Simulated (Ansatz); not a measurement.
# MnO: a sublattice moved along a line

The calculation used DFT PBE, scalar-relativistic, plane waves, PAW in Ansatz 0.2.0. The runs took a 420 eV cutoff, a Γ-centred 18×18×18 mesh and Gaussian smearing (0.15 eV). Collinear spins, started from moments 4.5, 0.3 μB in atom order; the magnetic state may not be the lowest. Energies are free energies at this smearing, counted from the undisturbed cell; pressure is positive in compression.

Reference structure (as given, not relaxed at this level; it stands at -0.2 GPa):

```yaml
crystal:
  lattice:
    - [0.00000, 2.22200, 2.22200]
    - [2.22200, 0.00000, 2.22200]
    - [2.22200, 2.22200, 0.00000]
  atoms:
    - { symbol: Mn, position: [0.00000, 0.00000, 0.00000] }
    - { symbol: O, position: [0.50000, 0.50000, 0.50000] }
```

Every O atom is moved by x along the Cartesian unit vector (0.000, -0.707, -0.707); the cell and all other atoms stay fixed. The cell is metallic on the mesh throughout.

```tsv
x (Å)	ΔE (meV/cell)
-0.5000	439.9
-0.2500	105.5
0.0000	0.0
0.1250	27.5
0.3750	236.5
0.4375	328.2
```

Predict the force along x on the moved atoms (eV/Å) at each point.

```tsv
x (Å)	force along x on the moved atoms (eV/Å)
-0.5000	1.94
-0.2500	0.82
0.0000	0.00
0.1250	-0.43
0.3750	-1.31
0.4375	-1.63
```